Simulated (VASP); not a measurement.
Crystal: Sb.

```xyz
1
Lattice="-1.7250 1.7250 1.7250 1.7250 -1.7250 1.7250 1.7250 1.7250 -1.7250" Properties=species:S:1:pos:R:3 pbc="T T T"
Sb    0.0000    0.0000    0.0000
```

This isn't the form of Sb at room conditions, which is rhombohedral.

* Program: VASP 6.6.1
* Task: relaxation of cell and atoms
* Functional: PBE
* Potentials or basis: VASP PAW PBE potentials, release 64 (Sb)
* Cutoff: 520 eV
* k mesh: 18 × 18 × 18
* Occupations: gaussian, width 0.1 eV
* Spin: no spin polarisation

At the start: pressure 32.5 GPa; volume 20.53 Å³/atom.

Question: Where does the relaxation end?

Answer: Over 19 steps the energy falls by 518.2 meV/atom and the volume is 27.10 Å³/atom (+32.0 %); space group Im-3m (No. 229, to 0.05 Å).

The path:
```tsv
step	energy change (eV)	largest force (eV/Å)	pressure (GPa)	volume (Å³)
1	0.0000	0.0000	32.51	20.53
2	-0.2193	0.0000	-8.73	35.57
3	-0.5179	0.0000	-0.49	27.34
4	-0.5182	0.0000	-0.15	27.19
5	-0.5182	0.0000	0.18	27.04
6	-0.5182	0.0000	0.19	27.04
7	-0.5182	0.0000	0.18	27.04
8	-0.5182	0.0000	0.18	27.04
9	-0.5182	0.0000	0.18	27.04
10	-0.5182	0.0000	0.18	27.04
11	-0.5182	0.0000	0.18	27.05
12	-0.5182	0.0000	0.18	27.05
13	-0.5182	0.0000	0.18	27.05
14	-0.5182	0.0000	0.17	27.05
15	-0.5182	0.0000	0.17	27.05
16	-0.5182	0.0000	0.17	27.05
17	-0.5182	0.0000	0.16	27.06
18	-0.5182	0.0000	0.11	27.07
19	-0.5182	0.0000	0.04	27.10
```

Final structure:
```yaml
crystal:
  lattice:
    - [-1.89232, 1.89232, 1.89232]
    - [1.89232, -1.89232, 1.89232]
    - [1.89232, 1.89232, -1.89232]
  atoms:
    - { symbol: Sb, position: [0.00000, 0.00000, 0.00000] }
```

Caveat: the volume moved by over 15 % at a fixed basis, so the end points are rough; the volume moved by +32 % from the deposited cell, more than functionals usually miss.
